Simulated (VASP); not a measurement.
# Rh in VASP: relaxation of the atoms with PBE

Aim: the relaxation of the atoms of Rh with PBE.

Program: VASP 6.6.1. These are calculated values, not measurements. Logs are shortened: lines on timing, memory, paths and dates and some standing lists are left out, and cuts for length are marked.

### 1 The structure

The cell holds a slab with vacuum, 6 atoms: a = 2.719 Å, b = 2.719 Å, c = 32.214 Å, α = 90.00°, β = 90.00°, γ = 120.00°.

The cell was built by a generator and needn't be a form met in nature.

### 2 Relaxation of the atoms, PBE

INCAR

```
  PREC = Accurate
  ENCUT = 520
  EDIFF = 1E-7
  ISMEAR = 1
  SIGMA = 0.1
  LREAL = False
  LASPH = True
  NELM = 120
  ALGO = Fast
  ISIF = 2
  LWAVE = False
  LCHARG = False
  LDIPOL = True
  IDIPOL = 3
  DIPOL = 0.5 0.5 0.500
  GGA = PE
  IBRION = 2
  NSW = 90
  EDIFFG = -0.02
```

KPOINTS

```
Automatic mesh
0
Gamma
  14 14 1
```

POSCAR

```
Rh
1.0
    2.7193470000      0.0000000000      0.0000000000
   -1.3596735000      2.3550235400      0.0000000000
    0.0000000000      0.0000000000     32.2139342000
Rh
6
Direct
    0.6666670000      0.3333330000      0.3297416100
    0.3333340000      0.6666660000      0.3978449700
    0.0000000000      1.0000000000      0.4659514700
    0.6666670000      0.3333330000      0.5340548200
    0.3333340000      0.6666660000      0.6021550300
    0.0000000000      1.0000000000      0.6702583900
```

Potentials or basis: VASP PAW PBE potentials, release 64 (Rh_pv).

On the command line:

```sh
$ cat potpaw_PBE.64/Rh_pv/POTCAR > POTCAR
$ mpirun -np 1 vasp_std > vasp.out
```

OUTCAR:

```text
PREC = Accurate
   ENCUT = 520
   EDIFF = 1E-7
   ISMEAR = 1
   LREAL = False
   LASPH = True
   NELM = 120
   ISIF = 2
   GGA = PE
   IBRION = 2
   NSW = 90
   EDIFFG = -0.02

 ion  position               nearest neighbor table
   1  0.667  0.333  0.330-   2 2.70   2 2.70   2 2.70
   2  0.333  0.667  0.398-   1 2.70   1 2.70   1 2.70   3 2.70   3 2.70   3 2.70
   3  0.000  0.000  0.466-   4 2.70   4 2.70   4 2.70   2 2.70   2 2.70   2 2.70
   4  0.667  0.333  0.534-   5 2.70   5 2.70   5 2.70   3 2.70   3 2.70   3 2.70
   5  0.333  0.667  0.602-   4 2.70   4 2.70   4 2.70   6 2.70   6 2.70   6 2.70
   6  0.000  0.000  0.670-   5 2.70   5 2.70   5 2.70

  LATTYP: Found a hexagonal cell.
 ALAT       =     2.7193470000
 C/A-ratio  =    11.8462021213

  Lattice vectors:

 A1 = (   2.7193470000,   0.0000000000,   0.0000000000)
 A2 = (  -1.3596735000,   2.3550235400,   0.0000000000)
 A3 = (   0.0000000000,   0.0000000000,  32.2139342000)

Analysis of symmetry for initial positions (statically):
=====================================================================
 Subroutine PRICEL returns:
 Original cell was already a primitive cell.

 Routine SETGRP: Setting up the symmetry group for a
 hexagonal supercell.

 Subroutine GETGRP returns: Found 12 space group operations
 (whereof  6 operations were pure point group operations)
 out of a pool of 24 trial point group operations.

The static configuration has the point symmetry C_3v.
 The point group associated with its full space group is D_3d.

Analysis of symmetry for dynamics (positions and initial velocities):
=====================================================================
 Subroutine PRICEL returns:
 Original cell was already a primitive cell.

 Routine SETGRP: Setting up the symmetry group for a
 hexagonal supercell.

 Subroutine GETGRP returns: Found 12 space group operations
 (whereof  6 operations were pure point group operations)
 out of a pool of 24 trial point group operations.

The dynamic configuration has the point symmetry C_3v.
 The point group associated with its full space group is D_3d.

 Subroutine INISYM returns: Found 12 space group operations
 (whereof  6 operations are pure point group operations),
 and found     1 'primitive' translations

----------------------------------------------------------------------------------------

                                     Primitive cell

  volume of cell :     206.3021

  direct lattice vectors                    reciprocal lattice vectors
     2.719347000  0.000000000  0.000000000     0.367735342  0.212312103  0.000000000
    -1.359673500  2.355023540  0.000000000     0.000000000  0.424624206  0.000000000
     0.000000000  0.000000000 32.213934200     0.000000000  0.000000000  0.031042467

  length of vectors
     2.719347000  2.719346962 32.213934200     0.424624200  0.424624206  0.031042467

  position of ions in fractional coordinates (direct lattice)
     0.666667000  0.333333000  0.329741610
     0.333334000  0.666666000  0.397844970
     0.000000000  0.000000000  0.465951470
     0.666667000  0.333333000  0.534054820
     0.333334000  0.666666000  0.602155030
     0.000000000  0.000000000  0.670258390

  ion indices of the primitive-cell ions
   primitive index   ion index
                 1           1
                 2           2
                 3           3
                 4           4
                 5           5
                 6           6

----------------------------------------------------------------------------------------

 KPOINTS: Automatic mesh

Automatic generation of k-mesh.
 Grid dimensions read from file:
 generate k-points for:   14   14    1

 Generating k-lattice:

  Cartesian coordinates                     Fractional coordinates (reciprocal lattice)
     0.026266810  0.015165150  0.000000000     0.071428571  0.000000000  0.000000000
     0.000000000  0.030330300  0.000000000     0.000000000  0.071428571  0.000000000
     0.000000000  0.000000000  0.031042467     0.000000000  0.000000000  1.000000000

  Length of vectors
     0.030330300  0.030330300  0.031042467

  Shift w.r.t. Gamma in fractional coordinates (k-lattice)
     0.000000000  0.000000000  0.000000000

 Subroutine IBZKPT returns following result:
 ===========================================

 Found     24 irreducible k-points:

 Following reciprocal coordinates:
            Coordinates               Weight
  0.000000  0.000000  0.000000      1.000000
  0.071429  0.000000  0.000000      6.000000
  0.142857 -0.000000  0.000000      6.000000
  0.214286  0.000000  0.000000      6.000000
  0.285714  0.000000  0.000000      6.000000
  0.357143 -0.000000  0.000000      6.000000
[... 16 lines left out ...]
  0.285714  0.285714  0.000000      6.000000
  0.357143  0.285714  0.000000      6.000000
   k-points           NKPTS =     24   k-points in BZ     NKDIM =     24   number of bands    NBANDS=     54
   number of dos      NEDOS =    301   number of ions     NIONS =      6
   total plane-waves  NPLWV =  96000
   dimension x,y,z NGX =    20 NGY =   20 NGZ =  240
   dimension x,y,z NGXF=    40 NGYF=   40 NGZF=  480
   ions per type =               6
   NGX,Y,Z   is equivalent  to a cutoff of  12.23, 12.23, 12.39 a.u.
   NGXF,Y,Z  is equivalent  to a cutoff of  24.45, 24.45, 24.77 a.u.
 SYSTEM =  unknown system
   PREC   = accura    normal or accurate (medium, high low for compatibility)
   ISTART =      0    job   : 0-new  1-cont  2-samecut
   ICHARG =      2    charge: 1-file 2-atom 10-const
   ISPIN  =      1    spin polarized calculation?
   LNONCOLLINEAR =      F non collinear calculations
   LSORBIT =      F    spin-orbit coupling
   LASPH  =      T    aspherical Exc in radial PAW
   ENCUT  =  520.0 eV  38.22 Ry    6.18 a.u.   5.06  5.06 59.90*2*pi/ulx,y,z
   NELM   =    120;   NELMIN=  2; NELMDL= -5     # of ELM steps
   EDIFF  = 0.1E-06   stopping-criterion for ELM
   LREAL  =      F    real-space projection
   EDIFFG = -.2E-01   stopping-criterion for IOM
   NSW    =     90    number of steps for IOM
   IBRION =      2    ionic relax: 0-MD 1-quasi-New 2-CG
   NFREE  =      1    steps in history (QN), initial steepest desc. (CG)
   ISIF   =      2    stress and relaxation
   ISYM   =      2    0-nonsym 1-usesym 2-fastsym
   POTIM  = 0.5000    time-step for ionic-motion
   TEBEG  =    0.0;   TEEND  =   0.0 temperature during run
   PSTRESS=    0.0 pullay stress
   NELECT =      90.0000    total number of electrons
   NUPDOWN=      -1.0000    fix difference up-down
   EMIN   =  10.00;   EMAX   =-10.00  energy-range for DOS
   EFERMI =   0.00;   METHOD = LEGACY
   ISMEAR =     1;   SIGMA  =   0.10  broadening in eV -4-tet -1-fermi 0-gaus
   EFERMI_NEDOS =   21; number of points for ismear=-14 and -15
   IALGO  =     68    algorithm
   IMIX   =      4    mixing-type and parameters
     AMIX     =   0.40;   BMIX     =  1.00
     AMIX_MAG =   1.60;   BMIX_MAG =  1.00
  volume/ion in A,a.u.               =      34.38       232.03
  Fermi-wavevector in a.u.,A,eV,Ry     =   1.241617  2.346317 20.974928  1.541614
  Thomas-Fermi vector in A             =   2.376007
   LORBIT       =      0    0 simple, 1 ext, 2 COOP (PROOUT), +10 PAW based schemes
   GGA     = PE    functional components
   LHFCALC =     F    Hartree Fock is set to
   AEXX    =    0.0000 exact exchange contribution
   IVDW    =     0    specifies the selected vdW correction
   LEPSILON=     F    determine dielectric tensor
   LRPA    =     F    only Hartree local field effects (RPA)
 conjugate gradient relaxation of ions
 non-spin polarized calculation
 RMM-DIIS sequential band-by-band and
 Methfessel and Paxton  Order N= 1 SIGMA  =   0.10
  energy-cutoff  :      520.00
  volume of cell :      206.30
 maximum number of plane-waves:      5601
   NGX = 11   NGY = 11   NGZ =119

--------------------------------------- Ionic step        1  -------------------------------------------

 number of electron      90.0000001 magnetization

 Free energy of the ion-electron system (eV)
  ---------------------------------------------------
  ext. energy  EPLUGINS =         0.00000000
  ---------------------------------------------------
  free energy    TOTEN  =       -41.93559049 eV

  energy without entropy =      -41.93574929  energy(sigma->0) =      -41.93564342

------------------------ aborting loop because EDIFF is reached ----------------------------------------

  FORCE on cell =-STRESS in cart. coord.  units (eV):
  Direction    XX          YY          ZZ          XY          YZ          ZX
  --------------------------------------------------------------------------------------
  -------------------------------------------------------------------------------------
  Total       -3.5601301     -3.5601299     -0.7226007      0.0000000      0.0000000      0.0000000
  in kB      -27.6485779    -27.6485768     -5.6118403      0.0000000      0.0000000      0.0000000
  external PRESSURE =     -20.3029983 kB  Pullay stress =       0.0000000 kB
[... 65 lines left out ...]
  energy  without entropy=      -41.9446668497  energy(sigma->0) =      -41.94445843

--------------------------------------- Ionic step        3  -------------------------------------------

 number of electron      90.0000001 magnetization

 dipolmoment           0.000000      0.000000     -0.001777 electrons x Angstroem

 Free energy of the ion-electron system (eV)
  ---------------------------------------------------
  ext. energy  EPLUGINS =         0.00000000
  ---------------------------------------------------
  free energy    TOTEN  =       -41.94532226 eV

  energy without entropy =      -41.94576484  energy(sigma->0) =      -41.94546979

 E-fermi :   1.6663     XC(G=0):  -6.2522

 val. band max:        1.6581083376   @ k =   0.4286   0.0000   0.0000
 cond. band min:       1.6675802212   @ k =   0.4286   0.1429   0.0000
 fundamental gap:      0.0094718836
 Fermi energy:         1.6662788585

 k-point     1 :       0.0000    0.0000    0.0000
  band No.  band energies     occupation
      1     -45.3158      2.00000
      2     -45.2061      2.00000
      3     -44.9816      2.00000
      4     -44.7860      2.00000
      5     -44.7860      2.00000
      6     -44.7630      2.00000
[... 1357 lines left out ...]
     53       8.9421      0.00000
     54       9.5294      0.00000

------------------------ aborting loop because EDIFF is reached ----------------------------------------

 vacuum level on the upper side and lower side of the slab       (xc-potential included)        -0.125        -0.076

  FORCE on cell =-STRESS in cart. coord.  units (eV):
  Direction    XX          YY          ZZ          XY          YZ          ZX
  --------------------------------------------------------------------------------------
  -------------------------------------------------------------------------------------
  Total       -3.2992446     -3.2992445     -0.2490626     -0.0000000      0.0000000      0.0000000
  in kB      -25.6224968    -25.6224958     -1.9342630     -0.0000000      0.0000000      0.0000000
  external PRESSURE =     -17.7264185 kB  Pullay stress =       0.0000000 kB

 VOLUME and BASIS-vectors are now :
 -----------------------------------------------------------------------------
  energy-cutoff  :      520.00
  volume of cell :      206.30
      direct lattice vectors                 reciprocal lattice vectors
     2.719347000  0.000000000  0.000000000     0.367735342  0.212312103  0.000000000
    -1.359673500  2.355023540  0.000000000     0.000000000  0.424624206  0.000000000
     0.000000000  0.000000000 32.213934200     0.000000000  0.000000000  0.031042467
[... 12 lines left out ...]
  FREE ENERGIE OF THE ION-ELECTRON SYSTEM (eV)
  ---------------------------------------------------
  free  energy   TOTEN  =       -41.9453222580 eV

  energy  without entropy=      -41.9457648435  energy(sigma->0) =      -41.94546979

 reached required accuracy - stopping structural energy minimisation

 vacuum level on the upper side and lower side of the slab         6.683         6.733
```

Wall time 10 min (1 thread of AMD EPYC 9R45 (Zen 5), shared host); peak memory 0.39 GiB.

What came out:

| Property | Result |
| --- | --- |
| Free energy | -41.9453 eV |
| Energy gained by relaxing | 1.6 meV/atom |
| Ionic steps | 3 |
| Largest force after relaxing | 0.016 eV/Å |
| Band gap on the k mesh | none (metal or under the smearing width) |

Forces in eV/Å, atoms in the order of the input:
```
Rh   0.000  0.000  0.010
Rh   0.000  0.000  0.016
Rh   0.000  0.000 -0.006
Rh   0.000  0.000  0.006
Rh   0.000  0.000 -0.016
Rh   0.000  0.000 -0.010
```

The path:
| step | energy change (eV) | largest force (eV/Å) | pressure (GPa) |
| --- | --- | --- | --- |
| 1 | 0.0000 | 0.2294 | -2.03 |
| 2 | -0.0088 | 0.0814 | -1.86 |
| 3 | -0.0097 | 0.0155 | -1.77 |

Final structure:
```
Rh
1.0
     2.71935    0.00000    0.00000
    -1.35967    2.35502    0.00000
     0.00000    0.00000   32.21393
Rh
6
Direct
  0.66667 0.33333 0.33024
  0.33333 0.66667 0.39738
  0.00000 0.00000 0.46552
  0.66667 0.33333 0.53449
  0.33333 0.66667 0.60262
  0.00000 0.00000 0.66976
```

Levels at points of the mesh, in eV from the Fermi level:
```csv
k point,band 40,band 41,band 42,band 43,band 44,band 45,band 46,band 47,band 48,band 49
"(0.00, 0.00, 0.00)",-2.19,-0.99,-0.99,-0.96,-0.96,-0.93,-0.75,-0.75,-0.27,-0.27
"(0.50, 0.00, 0.00)",0.09,0.44,0.53,0.55,0.58,0.67,0.82,0.97,1.03,1.51
```
